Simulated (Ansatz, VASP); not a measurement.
**One calculation of Y, two programs**

```
CELL_PARAMETERS angstrom
0.00000 2.44733 2.44733
2.44733 0.00000 2.44733
2.44733 2.44733 0.00000
ATOMIC_POSITIONS crystal
Y 0.00000 0.00000 0.00000
```

Alike in both runs: task single point; functional r2SCAN; k mesh 12 × 12 × 12; occupations fermi-dirac, width 0.1 eV; no spin polarisation.

|  | VASP | Ansatz |
| --- | --- | --- |
| version | VASP 6.6.1 | Ansatz 0.2.0 |
| potentials or method | VASP PAW PBE potentials, release 64 (Y_sv) | plane waves (500 eV) with PAW, scalar-relativistic |
| plane-wave cutoff (eV) | 520 | 500 |
| valence electrons in the cell | 11 | 11 |

```csv
,VASP,Ansatz,Ansatz less VASP
pressure (GPa),5.9,5.8,-0.11
```

Caveats: the PAW data sets were made with another functional, which shifts forces and pressure a little (VASP).
